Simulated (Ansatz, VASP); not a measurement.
Two plane-wave programs on Pb

The input INCAR:

```
ALGO = Normal
EDIFF = 1E-7
ENCUT = 520
GGA = PS
ISIF = 2
ISMEAR = -1
LASPH = True
LCHARG = False
LREAL = False
LWAVE = False
NBANDS = 21
NELM = 80
PREC = Accurate
SIGMA = 0.05
```

Contents of KPOINTS:

```
k-points
0
Gamma
  9 9 5
```

The input POSCAR:

```
Pb
1.0
    3.4566435916      0.0000000000      0.0000000000
   -1.7283217958      2.9935411621      0.0000000000
    0.0000000000      0.0000000000      5.5524820910
Pb
2
Direct
    0.6666666667      0.3333333333      0.7500000000
    0.3333333333      0.6666666667      0.2500000000
```

File input.yaml:

```yaml
crystal:
  lattice:
    - [3.4566435916, 0.0, 0.0]
    - [-1.7283217958, 2.9935411621, 0.0]
    - [0.0, 0.0, 5.552482091]
  atoms:
    - { symbol: Pb, position: [0.6666666667, 0.3333333333, 0.75] }
    - { symbol: Pb, position: [0.3333333333, 0.6666666667, 0.25] }
hamiltonian:
  xc: pbesol
  pseudopotentials: { kind: paw }
kpoints:
  mp_grid: { grid: [9, 9, 5] }
scf:
  occupations: { method: fermi_dirac, width: 0.05 }
output:
  forces: true
  stress: true
  eigenvalues: true
```

Change from the starting cell: volume scaled by 0.98.

Alike in both runs: task single point; functional PBEsol; k mesh 9 × 9 × 5; occupations fermi-dirac, width 0.05 eV; no spin polarisation.

```csv
,VASP,Ansatz
version,VASP 6.6.1,Ansatz 0.2.0
potentials or method,"VASP PAW PBE potentials, release 64 (Pb_d)",Ansatz PAW
plane-wave cutoff (eV),520,420
valence electrons in the cell,28,28
```

```csv
,VASP,Ansatz,Ansatz less VASP
gap on the k mesh at the Fermi level (eV),none,none,-
pressure (GPa),2.0,2.1,+0.09
largest component of the traceless stress (GPa),2.82,2.83,+0.010
```

A gap of «none» marks a metal or a gap that the smearing closes.

Caveats: the PAW data sets were made with another functional, which shifts forces and pressure a little (VASP); the PAW data sets come from PBE, with cores solved anew for the run's functional, which leaves a small shift of forces and pressure (Ansatz). Spin-orbit coupling is left out, which matters for the levels of Pb.
